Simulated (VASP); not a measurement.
A run of VASP 6.6.1 is set up as follows.

File INCAR:

```
SYSTEM = O
PREC     = Accurate       ! precision mode
ENCUT    = 450            ! plane-wave cutoff, eV
EDIFF    = 1E-7           ! SCF threshold, eV
ISMEAR   = 0              ! smearing method
SIGMA    = 0.02           ! smearing width, eV
LREAL    = .False.        ! projectors in reciprocal space
LASPH    = .True.         ! aspherical terms in the spheres
NELM     = 100            ! most SCF steps
ALGO     = Normal         ! electronic algorithm
ISIF     = 2              ! what is computed and relaxed
LWAVE    = .False.        ! write WAVECAR
LCHARG   = .True.         ! write CHGCAR
GGA      = PE             ! functional
LELF     = .True.         ! ELF
LVHAR    = .True.
```

KPOINTS

```
Automatic mesh
0
Gamma
  5 5 5
  0 0 0
```

Contents of POSCAR:

```
O
1.0
    1.6749479049      0.9670316238      3.7319995215
   -1.6749479049      0.9670316238      3.7319995215
    0.0000000000     -1.9340632475      3.7319995215
O
2
Direct
    0.0546147200      0.0546147200      0.0546147200
    0.9453852800      0.9453852800      0.9453852800
```

Potentials or basis: VASP PAW PBE potentials, release 64 (O_GW).

Command:

```bash
$ cat potpaw_PBE.64/O_GW/POTCAR > POTCAR
$ mpirun -np 1 vasp_std > vasp.out
```

(1) What does it give for the largest force?

(2) Predict the band gap on the k mesh.

## Answers

(1) 0.346 eV/Å.

(2) none (metal or under the smearing width).

Caveat: the k mesh is coarse (spacing up to 0.45 Å⁻¹), so the values aren't converged; the standard files for N, O and F lose accuracy on very short bonds; spin is off for a triplet molecule.
